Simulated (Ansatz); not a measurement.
SrTiO3 (I4/mcm) from a database structure was relaxed with 3 functionals in Ansatz 0.2.0, cell and atoms free, the symmetry of the start kept (meshes: PBE 6×6×6, r2SCAN 6×6×6, PBEsol 6×6×6). No spin polarisation and no zero-point or thermal motion.

The r2SCAN result:
```
Sr Ti O
1.0
    -2.75891    2.75891    3.91361
     2.75891   -2.75891    3.91361
     2.75891    2.75891   -3.91361
Sr Ti O
2 2 6
Direct
  0.75000 0.25000 0.50000
  0.25000 0.75000 0.50000
  0.00000 0.00000 0.00000
  0.50000 0.50000 0.00000
  0.76690 0.26690 0.03380
  0.26690 0.23310 0.50000
  0.73310 0.76690 0.50000
  0.23310 0.73310 0.96620
  0.75000 0.75000 0.00000
  0.25000 0.25000 0.00000
```

Space group I4/mcm (No. 140), tetragonal; conventional cell a = 5.518 Å, c = 7.827 Å, 11.92 Å³ an atom. Sr is surrounded by 12 O at 2.67–2.86 Å; Ti is surrounded by 6 O at 1.96 Å; O is surrounded by 2 Ti at 1.96 Å and 4 Sr at 2.67–2.86 Å; O is surrounded by 2 Ti at 1.96 Å and 4 Sr at 2.76 Å.

Problem. Order the functionals by the relaxed volume, smallest first.
A. PBE
B. r2SCAN
C. PBEsol

Solution. C (11.76 Å³/atom), B (11.92 Å³/atom), A (12.18 Å³/atom).

Problem. How does the cell change with PBE?

Solution. a = 5.555 Å, c = 7.893 Å; the volume differs by +2.2 % from r2SCAN's. Around Sr lie 12 O at 2.67–2.91 Å; around Ti lie 6 O at 1.97 Å; around O lie 2 Ti at 1.97 Å and 4 Sr at 2.67–2.91 Å (further sites aren't listed).

Problem. What lattice does PBEsol give?

Solution. a = 5.487 Å, c = 7.809 Å; the volume differs by -1.3 % from r2SCAN's. Sr has 12 O at 2.62–2.89 Å; Ti has 6 O at 1.95 Å; O has 2 Ti at 1.95 Å and 4 Sr at 2.62–2.89 Å (further sites aren't listed).

Problem. Held at the r2SCAN cell, what mean stress does PBE find, and does its sign point to its own minimum?

Solution. Yes. PBE +4.04 GPa, and its relaxed volume is +2.2 % from r2SCAN's. Compression counts positive, so a positive stress asks for a larger cell.
